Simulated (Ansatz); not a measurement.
## Property card for P

All numbers below come from DFT PBE, scalar-relativistic, plane waves, PAW (Ansatz).

Settings: cutoff 420 eV, Γ-centred mesh 20×20×18 on the computed 2-atom cell, Gaussian smearing of 0.10 eV; no spin polarisation.

The structure is relaxed at this level of theory with its symmetry kept, and needn't be the ground state of this composition.

```
CELL_PARAMETERS angstrom
3.01426 -1.74076 -0.00184
3.01426 1.74076 -0.00184
-2.00777 0.00000 3.06888
ATOMIC_POSITIONS crystal
P 0.27056 0.27056 0.81175
P 0.72944 0.72944 0.18825
```

**Question.** Energy over the standard state (uncorrected)?

**Answer.** +0.043 eV/atom.

**Question.** Kohn–Sham band gap?

**Answer.** none (metal).

**Question.** Density of states at the Fermi level?

**Answer.** 0.2 states/eV per cell.

**Question.** Orbital (Löwdin) character within 0.5 eV of the Fermi level?

**Answer.** P 3p 72 %, P 3s 18 %, unprojected 11 %.

**Question.** Bader charge by site (e)?

**Answer.** P (2 in the cell) 0.00.

The cell holds layers, chains or molecules and no dispersion correction was added, so their binding is poorly described.

The cell was found from a structure generator's guess, not taken from experiment. Löwdin shares on free-atom orbitals overweight diffuse shells.
